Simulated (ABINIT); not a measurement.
# WC (Qusongite) (P-6m2) in ABINIT: settings compared, part 2 of 2

ABINIT 10.8.3 (patched build).

### Step 4. Single point, PBE

Contents of run.abi:

```
# Pseudopotentials
pp_dirpath "./"
pseudos "W.upf, C.upf"

# Structure
acell 3*1.0 Angstrom
rprim
     2.9065000000     0.0000000000     0.0000000000
    -1.4532500000     2.5171028361     0.0000000000
     0.0000000000     0.0000000000     2.8366000000
ntypat 2
znucl 74 6
natom 2
typat 1 2
xcart
     0.0000000000     0.0000000000     0.0000000000
     1.4532500001     0.8390342786     1.4183000000 Angstrom

# Plane-wave basis
ecut 1115.666836 eV

# k points
kptopt 1
ngkpt 8 8 7
nshiftk 1
shiftk 0.0 0.0 0.0

# Exchange and correlation
ixc 11

# Bands and occupations
nband 13
occopt 3
tsmear 0.00183747

# SCF cycle
nstep 100
tolvrs 1.0e-10

# Output
iomode 3
prtwf 0
prtden 0
prteig 0
prtebands 0
enunit 2
```

Potentials or basis: PseudoDojo NC SR PBE v0.4.1 standard.

Started as:

```sh
$ abinit run.abi > log 2>&1
```

run.abo:

```text
.Version 10.8.3 of ABINIT
 Symmetries : space group P-6 m 2 (#187); Bravais hP (primitive hexag.)
================================================================================
 Values of the parameters that define the memory need of the present run
     intxc =       0    ionmov =       0      iscf =       7    lmnmax =       8
     lnmax =       8     mgfft =      32  mpssoang =       4    mqgrid =    3001
     natom =       2  nloc_mem =       1    nspden =       1   nspinor =       1
    nsppol =       1      nsym =      12    n1xccc =    2501    ntypat =       2
    occopt =       3   xclevel =       2
       mpw =        1772          nfft =       32768          nkpt =          40
================================================================================
================================================================================

--------------------------------------------------------------------------------
------------- Echo of variables that govern the present computation ------------
--------------------------------------------------------------------------------
 -outvars: echo values of preprocessed input variables --------
            acell      1.8897261259E+00  1.8897261259E+00  1.8897261259E+00 Bohr
              amu      1.83850000E+02  1.20110000E+01
             ecut      4.10000000E+01 Hartree
           enunit           2
              ixc          11
         kptrlatt        8    0    0      0    8    0      0    0    7
          kptrlen      3.75227799E+01
            natom           2
            nband          13
            ngfft          32      32      32
             nkpt          40
            nstep         100
             nsym          12
           ntypat           2
           occopt           3
           prtden           0
        prtebands           0
           prteig           0
            prtwf           0
            rprim      2.9065000000E+00  0.0000000000E+00  0.0000000000E+00
                      -1.4532500000E+00  2.5171028361E+00  0.0000000000E+00
                       0.0000000000E+00  0.0000000000E+00  2.8366000000E+00
          spgroup         187
           tolvrs      1.00000000E-10
           tsmear      1.83747000E-03 Hartree
[... 126 lines left out ...]
 cartesian forces (hartree/bohr) at end:
    1     -0.00000000000000    -0.00000000000000    -0.00000000000000
    2     -0.00000000000000    -0.00000000000000    -0.00000000000000
 frms,max,avg= 0.0000000E+00 0.0000000E+00   0.000E+00  0.000E+00  0.000E+00 h/b

 cartesian forces (eV/Angstrom) at end:
    1     -0.00000000000000    -0.00000000000000    -0.00000000000000
    2     -0.00000000000000    -0.00000000000000    -0.00000000000000
 frms,max,avg= 0.0000000E+00 0.0000000E+00   0.000E+00  0.000E+00  0.000E+00 e/A
 length scales=  1.889726125908  1.889726125908  1.889726125908 bohr
              =  1.000000000000  1.000000000000  1.000000000000 angstroms
 Fermi (or HOMO) energy (hartree) =   0.64547   Average Vxc (hartree)=  -0.52075
 Eigenvalues (hartree) for nkpt=  40  k points:
 kpt#   1, nband= 13, wtk=  0.00223, kpt=  0.0000  0.0000  0.0000 (reduced coord)
  -2.07917   -0.75595   -0.75153   -0.75153    0.10920    0.48229    0.51797    0.51797
   0.64316    0.75954    0.75954    0.84656    0.84666
      occupation numbers for kpt#   1
   2.00000    2.00000    2.00000    2.00000    2.00000    2.00000    2.00000    2.00000
   1.55745    0.00000    0.00000    0.00000    0.00000
 prteigrs : prtvol=0 or 1, do not print more k-points.

 Fermi (or HOMO) energy (eV) =  17.56411   Average Vxc (eV)= -14.17044
 Eigenvalues (   eV  ) for nkpt=  40  k points:
 kpt#   1, nband= 13, wtk=  0.00223, kpt=  0.0000  0.0000  0.0000 (reduced coord)
 -56.57713  -20.57033  -20.45022  -20.45022    2.97138   13.12372   14.09465   14.09465
  17.50119   20.66817   20.66817   23.03602   23.03879
 prteigrs : prtvol=0 or 1, do not print more k-points.

--- !EnergyTerms
iteration_state     : {dtset: 1, }
comment             : Components of total free energy in Hartree
kinetic             :  2.44156165871281E+01
hartree             :  8.73690175311633E+00
xc                  : -1.87458542600310E+01
Ewald energy        : -6.60113242821039E+01
psp_core            :  2.05917091217140E+00
local_psp           : -4.47334294144364E+01
non_local_psp       :  1.23915639605961E+01
internal            : -8.18873547435594E+01
'-kT*entropy'       : -6.46660320982687E-05
total_energy        : -8.18874194095915E+01
total_energy_eV     : -2.22827019824104E+03
band_energy         : -4.25125196823795E+00
...

 Cartesian components of stress tensor (hartree/bohr^3)
  sigma(1 1)= -2.02710055E-04  sigma(3 2)=  0.00000000E+00
  sigma(2 2)= -2.02710055E-04  sigma(3 1)=  0.00000000E+00
  sigma(3 3)= -1.71014040E-04  sigma(2 1)=  0.00000000E+00

-Cartesian components of stress tensor (GPa)         [Pressure=  5.6531E+00 GPa]
- sigma(1 1)= -5.96393571E+00  sigma(3 2)=  0.00000000E+00
- sigma(2 2)= -5.96393571E+00  sigma(3 1)=  0.00000000E+00
- sigma(3 3)= -5.03140676E+00  sigma(2 1)=  0.00000000E+00

== END DATASET(S) ==============================================================
================================================================================

 -outvars: echo values of variables after computation  --------
            acell      1.8897261259E+00  1.8897261259E+00  1.8897261259E+00 Bohr
           etotal     -8.1887419410E+01
            fcart     -0.0000000000E+00 -0.0000000000E+00 -0.0000000000E+00
                      -0.0000000000E+00 -0.0000000000E+00 -0.0000000000E+00
            rprim      2.9065000000E+00  0.0000000000E+00  0.0000000000E+00
                      -1.4532500000E+00  2.5171028361E+00  0.0000000000E+00
                       0.0000000000E+00  0.0000000000E+00  2.8366000000E+00
           strten     -2.0271005473E-04 -2.0271005474E-04 -1.7101403989E-04
                       0.0000000000E+00  0.0000000000E+00  0.0000000000E+00
           xangst      0.0000000000E+00  0.0000000000E+00  0.0000000000E+00
                       1.4532500000E+00  8.3903427870E-01  1.4183000000E+00
             xred      0.0000000000E+00  0.0000000000E+00  0.0000000000E+00
                       6.6666666667E-01  3.3333333333E-01  5.0000000000E-01
 Calculation completed.
```

It took 15 s on 1 thread of AMD EPYC 9R45 (Zen 5), shared host; peak memory 0.07 GiB.

What came out:

- Free energy: -2228.2702 eV
- Pressure: 5.7 GPa
- Band gap on the k mesh: none (metal or under the smearing width)
- Valence electrons inside the program's atomic spheres: W 10.17; C 4.09

Stress tensor (GPa, compression positive):
```
5.96 0.00 0.00
0.00 5.96 0.00
0.00 0.00 5.03
```

Levels at points of the mesh, in eV from the Fermi level:
```
           k point  band 5  band 6  band 7  band 8  band 9  band 10  band 11  band 12  band 13
(0.00, 0.00, 0.00)  -14.59   -4.44   -3.47   -3.47   -0.06     3.10     3.10     5.47     5.47
(0.50, 0.00, 0.00)  -11.24   -7.18   -3.76   -3.70   -0.61     2.22     4.41     4.74     6.72
```

### Step 5. Single point, PBE, spin-orbit coupling, no magnetisation

Contents of run.abi:

```
pp_dirpath "./"
pseudos "W.GGA_PBE-JTH.xml, C.GGA_PBE-JTH.xml"

acell 5.4924889812 5.4924889812 5.3603971251
rprim
     1.0000000000     0.0000000000     0.0000000000
    -0.5000000000     0.8660254038     0.0000000000
     0.0000000000     0.0000000000     1.0000000000
ntypat 2
znucl 74 6
natom 2
typat 1 2
xred
     0.0000000000     0.0000000000     0.0000000000
     0.6666666667     0.3333333333     0.5000000000

ecut 16.0
pawecutdg 32.0
pawxcdev 0

kptopt 4
ngkpt 8 8 7
nshiftk 1
shiftk 0.0 0.0 0.0

ixc 11

nband 26
occopt 3
tsmear 0.00183747

nspinor 2
nspden 1
pawspnorb 1

nstep 100
tolvrs 1.0e-9

iomode 3
prtwf 0
prteig 0
prtebands 0
prtden 1
prtvha 1
prtvclmb 1
prtpot 1
```

Potentials or basis: JTH PAW PBE v2.0.

Started as:

```sh
$ abinit run.abi > log 2>&1
```

Run time: 2.1 min. Hardware: 1 thread of Intel Xeon Platinum 8175M at 2.50GHz (Skylake/Cascade Lake), shared host; peak memory 0.13 GiB.

It converged, with:

* Free energy: -2035.9677 eV
* Pressure: 6.0 GPa
* Band gap on the k mesh: none (metal or under the smearing width)
* Valence electrons inside the program's atomic spheres: W 11.90; C 2.49

Stress tensor (GPa, compression positive):
```
6.34 0.00 0.00
0.00 6.34 0.00
0.00 0.00 5.33
```

Levels at points of the mesh, in eV from the Fermi level:
| k point | band 16 | band 17 | band 18 | band 19 | band 20 | band 21 |
| --- | --- | --- | --- | --- | --- | --- |
| (0.00, 0.00, 0.00) | -3.31 | -0.03 | -0.03 | 2.91 | 2.91 | 3.30 |
| (0.50, 0.00, 0.00) | -3.69 | -0.57 | -0.57 | 2.21 | 2.21 | 4.25 |

### Step 6. Single point, PBE

Contents of run.abi:

```
# Pseudopotentials
pp_dirpath "./"
pseudos "W.upf, C.upf"

# Structure
acell 3*1.0
rprim
     5.4924889812     0.0000000000     0.0000000000
    -2.7462444906     4.7566349877     0.0000000000
     0.0000000000     0.0000000000     5.3603971251
ntypat 2
znucl 74 6
natom 2
typat 1 2
xred
     0.0000000000     0.0000000000     0.0000000000
     0.6666666667     0.3333333333     0.5000000000

# Plane-wave basis
ecut 1115.666836 eV

# k points
kptopt 1
ngkpt 8 8 7
nshiftk 1
shiftk 0.0 0.0 0.0

# Exchange and correlation
ixc 11

# Bands and occupations
nband 13
occopt 3
tsmear 0.00183747

# SCF cycle
nstep 100
tolvrs 1.0e-10

# Output
iomode 3
prtwf 0
prtden 0
prteig 0
prtebands 0
enunit 1
```

Potentials or basis: PseudoDojo NC SR PBE v0.4.1 standard.

Started as:

```sh
$ abinit run.abi > log 2>&1
```

Run time: 34 s. Hardware: 1 thread of Intel Xeon Platinum 8259CL at 2.50GHz (Skylake/Cascade Lake), shared host; peak memory 0.07 GiB.

The run converged. Its results:

- Free energy: -2228.2702 eV
- Pressure: 5.7 GPa
- Band gap on the k mesh: none (metal or under the smearing width)
- Valence electrons inside the program's atomic spheres: W 10.17; C 4.09

Stress tensor (GPa, compression positive):
```
5.96 0.00 0.00
0.00 5.96 0.00
0.00 0.00 5.03
```

Levels at points of the mesh, in eV from the Fermi level:
| k point | band 5 | band 6 | band 7 | band 8 | band 9 | band 10 | band 11 | band 12 | band 13 |
| --- | --- | --- | --- | --- | --- | --- | --- | --- | --- |
| (0.00, 0.00, 0.00) | -14.59 | -4.44 | -3.47 | -3.47 | -0.06 | 3.10 | 3.10 | 5.47 | 5.47 |
| (0.50, 0.00, 0.00) | -11.24 | -7.18 | -3.76 | -3.70 | -0.61 | 2.22 | 4.41 | 4.74 | 6.72 |

### Step 7. Overview

```csv
level,potentials or basis,spin,cutoff (eV),fine-grid cutoff,gap on the mesh (eV),pressure (GPa)
LDA,PseudoDojo NC SR LDA v0.4.1 standard,off,844,-,none,-
PBEsol,PseudoDojo NC SR PBEsol v0.4.1 standard,off,1007,-,none,-3.5
PBE,PseudoDojo NC SR PBE v0.4.1 standard,off,1116,-,none,5.7
PBE,JTH PAW PBE v2.0,"SOC, no magnetisation",435,870.764 eV,none,6.0
```

Alike in all rows: task single point; cell as given; k mesh 8 × 8 × 7; smearing fermi-dirac 0.05 eV.

Total energies depend on the potentials used, so only differences within one code and one set of settings carry meaning.
